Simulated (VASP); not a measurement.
# MgO (P6_3mc) in VASP: further runs, part 2 of 2

VASP 6.6.1. Earlier steps stand in the parts before.

### Step 5. Single point, r2SCAN

Input file INCAR:

```
SYSTEM = MgO
  PREC = Normal
  ENCUT = 800
  EDIFF = 1E-4
  ISMEAR = 0
  SIGMA = 0.05
  LREAL = Auto
  LASPH = .True.
  NELM = 100
  ALGO = Normal
  ISIF = 2
  LWAVE = .False.
  LCHARG = .False.
  METAGGA = R2SCAN
  LMIXTAU = .True.
  NBANDS = 16
  ADDGRID = .False.
```

Input file KPOINTS:

```
Automatic mesh
0
Gamma
  4 4 2
  0 0 0
```

Input file POSCAR:

```
MgO
1.0
    3.3077869865      0.0000000000      0.0000000000
   -1.6538934933      2.8646275606      0.0000000000
    0.0000000000      0.0000000000      4.9828816700
Mg O
2 2
Direct
    0.6666666667      0.3333333333      0.5021597400
    0.3333333333      0.6666666667      0.0021597400
    0.6666666667      0.3333333333      0.9024402600
    0.3333333333      0.6666666667      0.4024402600
```

Potentials or basis: VASP PAW PBE potentials, release 64 (Mg, O_h).

On the command line:

```sh
$ cat potpaw_PBE.64/Mg/POTCAR potpaw_PBE.64/O_h/POTCAR > POTCAR
$ mpirun -np 1 vasp_std > vasp.out
```

OUTCAR:

```text
SYSTEM = MgO
   PREC = Normal
   ENCUT = 800
   EDIFF = 1E-4
   ISMEAR = 0
   LREAL = Auto
   LASPH = .True.
   NELM = 100
   ISIF = 2
   METAGGA = R2SCAN

 Found      8 irreducible k-points:

 Following reciprocal coordinates:
            Coordinates               Weight
  0.000000  0.000000  0.000000      1.000000
  0.250000  0.000000  0.000000      6.000000
  0.500000  0.000000  0.000000      3.000000
  0.250000  0.250000  0.000000      6.000000
[... 193 lines left out ...]

  FORCE on cell =-STRESS in cart. coord.  units (eV):
  Direction    XX          YY          ZZ          XY          YZ          ZX
  --------------------------------------------------------------------------------------
  -------------------------------------------------------------------------------------
  Total       -1.0389078     -1.0389078     -0.9861797      0.0000000      0.0000000      0.0000000
  in kB      -35.2534237    -35.2534237    -33.4641938      0.0000000      0.0000000      0.0000000
  external PRESSURE =     -34.6570137 kB  Pullay stress =       0.0000000 kB

 VOLUME and BASIS-vectors are now :
 -----------------------------------------------------------------------------
  energy-cutoff  :      800.00
  volume of cell :       47.22
      direct lattice vectors                 reciprocal lattice vectors
     3.307786987  0.000000000  0.000000000     0.302316928  0.174542760  0.000000000
    -1.653893493  2.864627561  0.000000000     0.000000000  0.349085519  0.000000000
     0.000000000  0.000000000  4.982881670     0.000000000  0.000000000  0.200687086

 POSITION                                       TOTAL-FORCE (eV/Angst)
 -----------------------------------------------------------------------------------
      1.65389      0.95488      2.50220         0.000000      0.000000      0.036600
     -0.00000      1.90975      0.01076        -0.000000      0.000000      0.036600
      1.65389      0.95488      4.49675         0.000000     -0.000000     -0.036600
     -0.00000      1.90975      2.00531         0.000000     -0.000000     -0.036600
 -----------------------------------------------------------------------------------
    total drift:                               -0.000022     -0.000037      0.084380

  FREE ENERGIE OF THE ION-ELECTRON SYSTEM (eV)
  ---------------------------------------------------
  free  energy   TOTEN  =       -31.8739444352 eV

  energy  without entropy=      -31.8739444352  energy(sigma->0) =      -31.87394444
```

OSZICAR:

```text
N       E                     dE             d eps       ncg     rms          rms(c)
DAV:   1     0.108826789440E+03    0.10883E+03   -0.96986E+03   256   0.131E+03
DAV:   2    -0.263441833134E+02   -0.13517E+03   -0.12142E+03   400   0.226E+02
DAV:   3    -0.410652252373E+02   -0.14721E+02   -0.14593E+02   288   0.859E+01
DAV:   4    -0.412165769350E+02   -0.15135E+00   -0.15131E+00   312   0.946E+00
DAV:   5    -0.412179125921E+02   -0.13357E-02   -0.13357E-02   280   0.876E-01    0.117E+01
DAV:   6    -0.325099877367E+02    0.87079E+01   -0.13445E+01   256   0.301E+01    0.444E+00
DAV:   7    -0.306220752808E+02    0.18879E+01   -0.12733E+00   264   0.137E+01    0.215E+00
DAV:   8    -0.345736552211E+02   -0.39516E+01   -0.32186E+00   272   0.145E+01    0.411E+00
DAV:   9    -0.321639849739E+02    0.24097E+01   -0.16682E+00   256   0.122E+01    0.206E-01
DAV:  10    -0.317895948926E+02    0.37439E+00   -0.14456E-01   272   0.417E+00    0.900E-01
DAV:  11    -0.318143932824E+02   -0.24798E-01   -0.42805E-02   256   0.179E+00    0.213E-01
DAV:  12    -0.318491212963E+02   -0.34728E-01   -0.14988E-02   256   0.129E+00    0.102E-01
DAV:  13    -0.318731048984E+02   -0.23984E-01   -0.12804E-02   256   0.120E+00    0.436E-02
DAV:  14    -0.318737445196E+02   -0.63962E-03   -0.18186E-04   232   0.144E-01    0.358E-02
DAV:  15    -0.318739940708E+02   -0.24955E-03   -0.26140E-04   256   0.170E-01    0.420E-03
DAV:  16    -0.318739444352E+02    0.49636E-04   -0.42378E-05   192   0.858E-02
   1 F= -.31873944E+02 E0= -.31873944E+02  d E =-.180071E-18
```

stdout:

```text
POSCAR found type information on POSCAR MgO
 POSCAR found :  2 types and       4 ions
 scaLAPACK will be used
 -----------------------------------------------------------------------------
|                                                                             |
|                                                                             |
|     You have a (more or less) 'small supercell' and for smaller cells       |
|     it is recommended to use the reciprocal-space projection scheme!        |
|     The real-space optimization is not efficient for small cells and it     |
|     is also less accurate ...                                               |
|     Therefore, set LREAL=.FALSE. in the INCAR file.                         |
|                                                                             |
 -----------------------------------------------------------------------------

 -----------------------------------------------------------------------------
|                                                                             |
|                                                                             |
|     You enforced a specific xc type in the INCAR file but a different       |
|     I HOPE YOU KNOW WHAT YOU ARE DOING!                                     |
|                                                                             |
 -----------------------------------------------------------------------------

 LDA part: xc-table for (None), standard interpolation
 POSCAR, INCAR and KPOINTS ok, starting setup
 FFT: planning ... GRIDC
 FFT: planning ... GRID_SOFT
 FFT: planning ... GRID
 WAVECAR not read
 entering main loop
```

Wall time 46 s (1 thread of AMD EPYC 7R43 (Zen 3), shared host); peak memory 0.13 GiB.

The run converged, but some of its settings lie outside the range that counts as converged, so its numbers aren't taken as properties of the crystal.

Results:

```
Free energy            : -31.8739 eV
Largest force          : 0.037 eV/Å
Band gap on the k mesh : 4.12 eV, direct
```

Caveat: the k mesh is coarse (spacing up to 0.63 Å⁻¹), so the values aren't converged; the cutoff is under 1.25 times the usual one of these potentials, so pressure, stress and relaxed cells hold a basis-set (Pulay) error; the PAW data sets were made with another functional, which shifts forces and pressure a little.

### Step 6. Single point, r2SCAN

INCAR is that of step 5.

KPOINTS is that of step 5.

Input file POSCAR:

```
MgO
1.0
    3.3077869865      0.0000000000      0.0000000000
   -1.6538934933      2.8646275606      0.0000000000
    0.0000000000      0.0000000000      4.9828816700
Mg O
2 2
Direct
    0.6747690000      0.3351150000      0.5028290000
    0.3311760000      0.6515210000      0.0154490000
    0.6888710000      0.3367780000      0.8828130000
    0.3168690000      0.6615630000      0.3988200000
```

Potentials or basis: VASP PAW PBE potentials, release 64 (Mg, O_h).

On the command line:

```sh
$ cat potpaw_PBE.64/Mg/POTCAR potpaw_PBE.64/O_h/POTCAR > POTCAR
$ mpirun -np 1 vasp_std > vasp.out
```

OUTCAR:

```text
SYSTEM = MgO
   PREC = Normal
   ENCUT = 800
   EDIFF = 1E-4
   ISMEAR = 0
   LREAL = Auto
   LASPH = .True.
   NELM = 100
   ISIF = 2
   METAGGA = R2SCAN

 Found     20 irreducible k-points:

 Following reciprocal coordinates:
            Coordinates               Weight
  0.000000  0.000000  0.000000      1.000000
  0.250000  0.000000  0.000000      2.000000
  0.000000  0.250000  0.000000      2.000000
 -0.250000  0.250000  0.000000      2.000000
  0.500000  0.000000  0.000000      1.000000
  0.000000  0.500000  0.000000      1.000000
   k-points           NKPTS =     20   k-points in BZ     NKDIM =     20   number of bands    NBANDS=     16
   number of dos      NEDOS =    301   number of ions     NIONS =      4
   total plane-waves  NPLWV =  20736
   dimension x,y,z NGX =    24 NGY =   24 NGZ =   36
   dimension x,y,z NGXF=    48 NGYF=   48 NGZF=   72
   ions per type =               2   2
   NGX,Y,Z   is equivalent  to a cutoff of  12.06, 12.06, 12.01 a.u.
   NGXF,Y,Z  is equivalent  to a cutoff of  24.12, 24.12, 24.02 a.u.
 SYSTEM =  MgO
   PREC   = normal    normal or accurate (medium, high low for compatibility)
   ISTART =      0    job   : 0-new  1-cont  2-samecut
   ICHARG =      2    charge: 1-file 2-atom 10-const
   ISPIN  =      1    spin polarized calculation?
   LNONCOLLINEAR =      F non collinear calculations
   LSORBIT =      F    spin-orbit coupling
   LASPH  =      T    aspherical Exc in radial PAW
   ENCUT  =  800.0 eV  58.80 Ry    7.67 a.u.   7.63  7.63 11.49*2*pi/ulx,y,z
   NELM   =    100;   NELMIN=  2; NELMDL= -5     # of ELM steps
   EDIFF  = 0.1E-03   stopping-criterion for ELM
   LREAL  =      T    real-space projection
   EDIFFG = 0.1E-02   stopping-criterion for IOM
   NSW    =      0    number of steps for IOM
   IBRION =     -1    ionic relax: 0-MD 1-quasi-New 2-CG
   NFREE  =      0    steps in history (QN), initial steepest desc. (CG)
   ISIF   =      2    stress and relaxation
   ISYM   =      2    0-nonsym 1-usesym 2-fastsym
   POTIM  = 0.5000    time-step for ionic-motion
   TEBEG  =    0.0;   TEEND  =   0.0 temperature during run
   PSTRESS=    0.0 pullay stress
   NELECT =      16.0000    total number of electrons
   NUPDOWN=      -1.0000    fix difference up-down
   EMIN   =  10.00;   EMAX   =-10.00  energy-range for DOS
   EFERMI =   0.00;   METHOD = LEGACY
   ISMEAR =     0;   SIGMA  =   0.05  broadening in eV -4-tet -1-fermi 0-gaus
   EFERMI_NEDOS =   21; number of points for ismear=-14 and -15
   IALGO  =     38    algorithm
   IMIX   =      4    mixing-type and parameters
     AMIX     =   0.40;   BMIX     =  1.00
     AMIX_MAG =   1.60;   BMIX_MAG =  1.00
  volume/ion in A,a.u.               =      11.80        79.66
  Fermi-wavevector in a.u.,A,eV,Ry     =   1.141351  2.156842 17.724080  1.302683
  Thomas-Fermi vector in A             =   2.278052
   LORBIT       =      0    0 simple, 1 ext, 2 COOP (PROOUT), +10 PAW based schemes
   METAGGA = R2SCAN    functional components
   LHFCALC =     F    Hartree Fock is set to
   AEXX    =    0.0000 exact exchange contribution
   IVDW    =     0    specifies the selected vdW correction
   LEPSILON=     F    determine dielectric tensor
   LRPA    =     F    only Hartree local field effects (RPA)
 non-spin polarized calculation
 Gauss-broadening in eV      SIGMA  =   0.05
  energy-cutoff  :      800.00
  volume of cell :       47.22
 maximum number of plane-waves:      2446
   NGX = 15   NGY = 15   NGZ = 23

 number of electron      16.0000000 magnetization

 Free energy of the ion-electron system (eV)
  ---------------------------------------------------
  ext. energy  EPLUGINS =         0.00000000
  ---------------------------------------------------
  free energy    TOTEN  =       -31.70786090 eV

  energy without entropy =      -31.70786090  energy(sigma->0) =      -31.70786090

 E-fermi :   1.2477     XC(G=0): -10.1944

 val. band max:        0.9359020286   @ k =   0.0000   0.0000   0.0000
 cond. band min:       5.1413827895   @ k =   0.0000   0.0000   0.0000
 fundamental gap:      4.2054807609
 Fermi energy:         1.2476672363

 k-point     1 :       0.0000    0.0000    0.0000
  band No.  band energies     occupation
      1     -16.2006      2.00000
      2     -15.3553      2.00000
      3      -2.2261      2.00000
      4       0.1542      2.00000
      5       0.3033      2.00000
      6       0.6893      2.00000
[... 8 lines left out ...]
     15      18.3979      0.00000
     16      18.9375      0.00000
[... 77 lines left out ...]
 k-point     6 :       0.0000    0.5000    0.0000
  band No.  band energies     occupation
      1     -15.6339      2.00000
      2     -15.2344      2.00000
      3      -2.0741      2.00000
      4      -1.0779      2.00000
      5      -0.7564      2.00000
      6      -0.2935      2.00000
[... 8 lines left out ...]
     15      16.7539      0.00000
     16      18.3003      0.00000

 [... further k-points ...]

------------------------ aborting loop because EDIFF is reached ----------------------------------------

  FORCE on cell =-STRESS in cart. coord.  units (eV):
  Direction    XX          YY          ZZ          XY          YZ          ZX
  --------------------------------------------------------------------------------------
  -------------------------------------------------------------------------------------
  Total       -1.1158446     -2.0597517      1.6487344      0.9133138      0.0646604     -0.0773975
  in kB      -37.8641352    -69.8938848     55.9467676     30.9916237      2.1941332     -2.6263430
  external PRESSURE =     -17.2704175 kB  Pullay stress =       0.0000000 kB

 VOLUME and BASIS-vectors are now :
 -----------------------------------------------------------------------------
  energy-cutoff  :      800.00
  volume of cell :       47.22
      direct lattice vectors                 reciprocal lattice vectors
     3.307786987  0.000000000  0.000000000     0.302316928  0.174542760  0.000000000
    -1.653893493  2.864627561  0.000000000     0.000000000  0.349085519  0.000000000
     0.000000000  0.000000000  4.982881670     0.000000000  0.000000000  0.200687086

 POSITION                                       TOTAL-FORCE (eV/Angst)
 -----------------------------------------------------------------------------------
      1.67775      0.95998      2.50554        -0.660636     -0.280874     -0.190189
      0.01791      1.86637      0.07698         0.368555      0.401667     -1.344597
      1.72164      0.96474      4.39895        -0.502733     -0.378263      1.503031
     -0.04602      1.89513      1.98727         0.794814      0.257470      0.031755
 -----------------------------------------------------------------------------------
    total drift:                               -0.011341     -0.006569     -0.041370

  FREE ENERGIE OF THE ION-ELECTRON SYSTEM (eV)
  ---------------------------------------------------
  free  energy   TOTEN  =       -31.7078609044 eV

  energy  without entropy=      -31.7078609044  energy(sigma->0) =      -31.70786090
```

OSZICAR:

```text
N       E                     dE             d eps       ncg     rms          rms(c)
DAV:   1     0.108923056427E+03    0.10892E+03   -0.97984E+03   640   0.130E+03
DAV:   2    -0.256529499882E+02   -0.13458E+03   -0.11938E+03   976   0.238E+02
DAV:   3    -0.409845094204E+02   -0.15332E+02   -0.15199E+02   800   0.870E+01
DAV:   4    -0.411417553143E+02   -0.15725E+00   -0.15722E+00   712   0.971E+00
DAV:   5    -0.411431724145E+02   -0.14171E-02   -0.14171E-02   800   0.907E-01    0.118E+01
DAV:   6    -0.323527996798E+02    0.87904E+01   -0.13668E+01   648   0.303E+01    0.447E+00
DAV:   7    -0.304543192945E+02    0.18985E+01   -0.12709E+00   656   0.136E+01    0.216E+00
DAV:   8    -0.343902489732E+02   -0.39359E+01   -0.31939E+00   648   0.144E+01    0.408E+00
DAV:   9    -0.320139493711E+02    0.23763E+01   -0.15994E+00   640   0.120E+01    0.241E-01
DAV:  10    -0.316243474792E+02    0.38960E+00   -0.14600E-01   664   0.416E+00    0.906E-01
DAV:  11    -0.316450205912E+02   -0.20673E-01   -0.41238E-02   648   0.174E+00    0.228E-01
DAV:  12    -0.316901919981E+02   -0.45171E-01   -0.13015E-02   640   0.118E+00    0.833E-02
DAV:  13    -0.317068106291E+02   -0.16619E-01   -0.10773E-02   640   0.119E+00    0.270E-02
DAV:  14    -0.317077309736E+02   -0.92034E-03   -0.28481E-04   664   0.185E-01    0.294E-02
DAV:  15    -0.317079373438E+02   -0.20637E-03   -0.87046E-05   496   0.109E-01    0.175E-02
DAV:  16    -0.317078609044E+02    0.76439E-04   -0.37484E-05   376   0.607E-02
   1 F= -.31707861E+02 E0= -.31707861E+02  d E =-.114895E-19
```

It took 86 s on 1 thread of AMD EPYC 7R43 (Zen 3), shared host; peak memory 0.13 GiB.

The run converged, but some of its settings lie outside the range that counts as converged, so its numbers aren't taken as properties of the crystal.

Results:

```yaml
Free_energy: -31.7079 eV
Largest_force: 1.629 eV/Å
Band_gap_on_the_k_mesh: 4.21 eV, direct
```

Caveat: the k mesh is coarse (spacing up to 0.63 Å⁻¹), so the values aren't converged; the cutoff is under 1.25 times the usual one of these potentials, so pressure, stress and relaxed cells hold a basis-set (Pulay) error; the PAW data sets were made with another functional, which shifts forces and pressure a little.

### Step 7. For comparison

An earlier run on the cell as given: functional PBE; potentials or basis VASP PAW PBE potentials, release 64 (Mg, O); cutoff 520 eV; k mesh 9 × 9 × 6; occupations fermi-dirac, width 0.05 eV; no spin polarisation.

- Pressure: 3.0 GPa
- Largest force: 0.008 eV/Å
- Band gap on the k mesh: 3.46 eV, direct
